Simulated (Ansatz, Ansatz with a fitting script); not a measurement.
# SiC (F-43m): the order of polymorphs from LDA to RPA

Aim: the order of polymorphs of SiC (F-43m) by density functionals and by RPA.

Method: density functionals and EXX+RPA, plane waves, in Ansatz 0.2.0.

Report form: the programs' logs are mostly left out.

### 1. Set-up

The structure is cubic, space group F-43m (No. 216). The conventional cell has a = 4.328 Å, b = 4.328 Å, c = 4.328 Å, α = 90.00°, β = 90.00°, γ = 90.00°. Si has 4 C at 1.87 Å nearest. C has 4 Si at 1.87 Å nearest. Farther neighbours are not listed.

The structure was relaxed with LDA. The runs that relaxed it are not among those shown. The program's search for lower electronic states was switched off, so nothing shows that the state found is the lowest.

### 2. Energy LDA (polymorph F-43m)

This step: DFT, LDA, plane waves, PAW.

input.yaml

```yaml
crystal:
  lattice:
    - [0.0, 2.1642378442, 2.1642378442]
    - [2.1642378442, 0.0, 2.1642378442]
    - [2.1642378442, 2.1642378442, 0.0]
  atoms:
    - { symbol: Si, position: [0.0, 0.0, 0.0] }
    - { symbol: C, position: [0.25, 0.25, 0.25] }
kpoints:
  mp_grid: { grid: [10, 10, 10] }
hamiltonian:
  xc: lda
  pseudopotentials: { kind: paw, source: ansatz }
scf:
  occupations: { method: fixed }
  n_extra_bands: 4
  lower_state_search: "off"
  convergence: { dr2_threshold: 1.0e-09 }
output:
  eigenvalues: true
```

Run with:

```
$ ansatz run input.yaml --threads 4 --pin off --max-ram 18432MiB --backend cpu --events-out ev --progress --plain --runs-dir out
```

Run time: 0.62 s. Hardware: 4 threads of Arm Neoverse V1, shared host; peak memory 0.27 GiB.

Total energy -852.1312 eV.

### 3. Energy PBE (polymorph F-43m)

This step: DFT, PBE, plane waves, PAW.

Edit input.yaml of step 2 so:

```diff
@@ -11,3 +11,3 @@
 hamiltonian:
-  xc: lda
+  xc: pbe
   pseudopotentials: { kind: paw, source: ansatz }
```

It took 0.63 s on 4 threads; peak memory 0.27 GiB; 2.1 s of CPU time.

Total energy -887.0567 eV.

### 4. Energy PBE-D3(BJ) (polymorph F-43m)

This step: DFT, PBE with D3(BJ) dispersion, plane waves, PAW.

Edit input.yaml of step 3 so:

```diff
@@ -13,2 +13,3 @@
   pseudopotentials: { kind: paw, source: ansatz }
+  dispersion: d3bj
 scf:
```

Run time: 0.63 s. Hardware: 4 threads; peak memory 0.28 GiB.

Total energy -887.6714 eV.

### 5. Energy HSE06 (polymorph F-43m)

HSE06 mixes in a quarter of exact exchange at short range. Exchange couples all pairs of k points, which makes a full band path dear, so levels are read on the mesh and at chosen points.

This step: DFT, HSE06, plane waves, PAW.

Edit input.yaml of step 4 so:

```diff
@@ -9,7 +9,6 @@
 kpoints:
-  mp_grid: { grid: [10, 10, 10] }
+  mp_grid: { grid: [6, 6, 6] }
 hamiltonian:
-  xc: pbe
+  xc: hse06
   pseudopotentials: { kind: paw, source: ansatz }
-  dispersion: d3bj
 scf:
```

Wall time 4.8 s (4 threads); peak memory 0.97 GiB.

Total energy -887.6863 eV.

### 6. Energy HSE06-D3(BJ) (polymorph F-43m)

This step: DFT, HSE06 with D3(BJ) dispersion, plane waves, PAW.

Edit input.yaml of step 5 so:

```diff
@@ -13,2 +13,3 @@
   pseudopotentials: { kind: paw, source: ansatz }
+  dispersion: d3bj
 scf:
```

Run time: 4.8 s. Hardware: 4 threads; peak memory 0.97 GiB; 17 s of CPU time.

Total energy -888.3509 eV.

### 7. Energy RPA (polymorph F-43m)

The RPA correlation energy is summed at several response cutoffs, since it converges slowly from above.

This step: EXX+RPA on LDA, plane waves, norm-conserving pseudopotentials.

input.yaml, the sections that differ from step 6:

```yaml
hamiltonian:
  xc: lda
  pseudopotentials: { kind: nc, xc_functional: pbe }
scf:
  occupations: { method: fixed }
  lower_state_search: "off"
  convergence: { dr2_threshold: 1.0e-09 }
output:
  rpa_energy:
    ecut_chi_ladder: [204, 238, 272, 306, 340]
    long_wavelength: optical_limit
    n_empty_bands: 102
basis:
  ecutwfc: 1115.666836
  xc_grid: 3
# crystal, kpoints: as in step 6
```

Elapsed: 53 s, on 4 threads; peak memory 0.48 GiB.

This step gave:

```yaml
exact_exchange_energy: -74.5528 eV
rpa_correlation_energy: -13.37 eV
```

Extrapolated from these cutoffs, the correlation energy is -6.68 eV per atom (fit error 0.00); such a limit moves with the range of cutoffs.

RPA ladder, by row:

| response cutoff (eV) | mean plane waves | sphere-equivalent cutoff (eV) | correlation energy (eV) |
| --- | --- | --- | --- |
| 204 | 133.4 | 203.2 | -12.64 |
| 238 | 169.5 | 238.4 | -12.79 |
| 272 | 206.2 | 271.7 | -12.9 |
| 306 | 247.1 | 306.6 | -12.97 |
| 340 | 289.3 | 340.5 | -13.03 |

### 8. Energy Hartree-Fock on PAW files (polymorph F-43m)

Exact exchange on orbitals of the same functional is the other half of the RPA total energy; it is taken from PAW data, not from the files of the RPA run.

This step: Hartree-Fock energy on orbitals of LDA, plane waves, PAW.

input.yaml, the sections that differ from step 7:

```yaml
hamiltonian:
  xc: lda
  pseudopotentials: { kind: paw, source: ansatz, frozen_core: stored }
output:
  embedding: [{ level: hf }]
basis:
  ecutwfc: 1000
# crystal, kpoints, scf: as in step 7
```

Elapsed: 13 s, on 4 threads; peak memory 1.8 GiB; 52 s of CPU time.

Numbers from this step:

```yaml
hartree_fock_energy_on_these_orbitals: -869.1785 eV
```

### 9. All cells and rungs

The same runs were made at every cell; a script gathers them. RPA correlation comes from norm-conserving files. It is added to exact exchange from a separate PAW run with frozen cores, on orbitals of the same functional but not those of the RPA run. Both sets of files were made for PBE. One row takes the correlation at one cutoff for all cells, another carries it to the limit cell by cell, where the extrapolations scatter.

Cells, by row:

| polymorph | atoms | volume per formula unit (Å³) |
| --- | --- | --- |
| F-43m (216) | 2 | 20.27 |
| P6_3mc (186) | 4 | 20.28 |

Energy less that of the first cell; no zero-point or thermal terms; the two rows with exchange from PAW are two estimates of the RPA value: one cutoff favours the denser form, the extrapolation scatters; the order is settled only where both agree in sign beyond some 15 meV. Ladder, by row:

| level | F-43m (216), meV per formula unit | P6_3mc (186), meV per formula unit | wall time, all cells (s) |
| --- | --- | --- | --- |
| LDA | 0 | 4.3 | 3.44 |
| PBE | 0 | 5.5 | 3.58 |
| PBE-D3(BJ) | 0 | 6.7 | 3.6 |
| HSE06 | 0 | 2.8 | 14.83 |
| HSE06-D3(BJ) | 0 | 2.7 | 15.28 |
| EXX (PAW, exact core-valence exchange) | 0 | 12.8 | - |
| EXX+RPA, exchange from PAW, correlation at one sphere-equivalent cutoff of 323 eV | 0 | 8.9 | 394.4 |
| EXX+RPA, exchange from PAW, correlation extrapolated in each cell | 0 | 8.8 | 394.4 |
| EXX+RPA on norm-conserving files alone at that cutoff, core-valence term dropped | 0 | 9 | 394.4 |
| EXX+RPA on norm-conserving files alone at that cutoff, core-valence term semilocal | 0 | 10.9 | 394.4 |
| RPA correlation | 0 | -3.8 | 394.4 |

### 10. What came out

* LDA: lowest: F-43m (216)
* PBE: lowest: F-43m (216)
* PBE-D3(BJ): lowest: F-43m (216)
* HSE06: lowest: F-43m (216)
* HSE06-D3(BJ): lowest: F-43m (216)
* EXX+RPA, exchange from PAW, correlation at one sphere-equivalent cutoff of 323 eV: lowest: F-43m (216)
* EXX+RPA, exchange from PAW, correlation extrapolated in each cell: lowest: F-43m (216)
* RPA settings: 6×6×6 and 6×6×3 mesh, response cutoffs up to 340 eV

What this shows: Against the first cell the two RPA rows with exchange from PAW give P6_3mc (186) 9 to 9 meV per formula unit; neither is exact, since one cutoff truncates unlike cells unequally and the extrapolation scatters. They disagree or lie within 15 meV of zero, so the order is not settled. RPA puts F-43m (216) lowest of the 2 forms run, which need not hold the ground state; LDA, PBE, PBE-D3(BJ), HSE06 and HSE06-D3(BJ) agree. Energies are for static lattices at cells relaxed by one functional; vibrations can shift such differences by some meV per atom. Each cell's own extrapolation carries a fit error of up to 1 meV per atom, and its limit still moves with the cutoffs, so totals aren't converged; only differences at equal settings are used. RPA is evaluated on semilocal orbitals, not self-consistently, on a coarse mesh. The cells differ in size and shape, so mesh and cutoff errors cancel only in part.

[Paths, hosts, dates, memory and timing lines, banners, echoed tables and standing remarks are left out of the program output.]

[Logs are printed without paths, hosts, clocks, repeated set-up lines and the standing remarks that a program may print on its own settings, such as how far it seeks lower states.]

[Runs of the session that timed out or met a known fault of the program may be left out.]

[Hosts, paths, dates, database ids (printed as entryN), source tags and the programs' standing remarks are cut or masked in the printed files.]
